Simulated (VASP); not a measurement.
Wanted: the native input for a VASP 6.6.1 run.

- Task: single point
- Functional: RPBE
- Dispersion: D3(BJ)
- Potentials or basis: VASP PAW PBE potentials, release 64 (C, H)
- Cutoff: 400 eV
- k mesh: 1 × 1 × 1
- Occupations: gaussian, width 0.01 eV
- Spin: no spin polarisation
- Further INCAR settings: ALGO = Normal; EDIFF = 1e-06; ISYM = 0

The structure of C2H4 lies in POSCAR:

```
H2C                                     
1.0
   13.0146151263      0.0000000000      0.0000000000
    0.0000000000     13.5146151263      0.0000000000
    0.0000000000      0.0000000000     14.0146151263
  C               H             
     2     4
Selective dynamics
Direct
     0.5432027012999967    0.4875295362000003    0.4812177697999971   F   F   F
     0.4557463640286073    0.5202657865661985    0.5192355659677074   T   T   T
     0.5651186702230939    0.4096132336611897    0.4843618238086328   T   T   T
     0.5968691103297031    0.5371520237344053    0.4452231535384664   T   T   T
     0.4342162623295124    0.5983133022806838    0.5158786262629017   T   T   T
     0.4023410632690648    0.4702679784634422    0.5551685940794859   T   T   T
```

These files were run (other wordings do the same):

INCAR

```
SYSTEM = H2C
ALGO = Normal
EDIFF = 1E-6
ENCUT = 400
GGA = RP
ISIF = 2
ISMEAR = 0
ISYM = 0
IVDW = 12
LASPH = .TRUE.
LCHARG = .FALSE.
LREAL = .FALSE.
LWAVE = .FALSE.
NELM = 60
PREC = Accurate
SIGMA = 0.01
```

KPOINTS

```
k-points
0
G
  1 1 1
  0 0 0
```

Potentials or basis: VASP PAW PBE potentials, release 64 (C, H).

Command:

```console
$ cat potpaw_PBE.64/C/POTCAR potpaw_PBE.64/H/POTCAR > POTCAR
$ mpirun -np 4 vasp_gam > vasp.out
```

Results of the run:

The largest force is 0.264 eV/Å and the gap between the frontier levels is 5.68 eV. The dispersion energy per atom is -0.060 eV.

Caveat: the PAW data sets were made with another functional, which shifts forces and pressure a little.

Wall time 34 s on 4 MPI ranks on Intel(R) Xeon(R) 6975P-C (Granite Rapids), on a shared host, peak memory 0.46 GiB a rank.
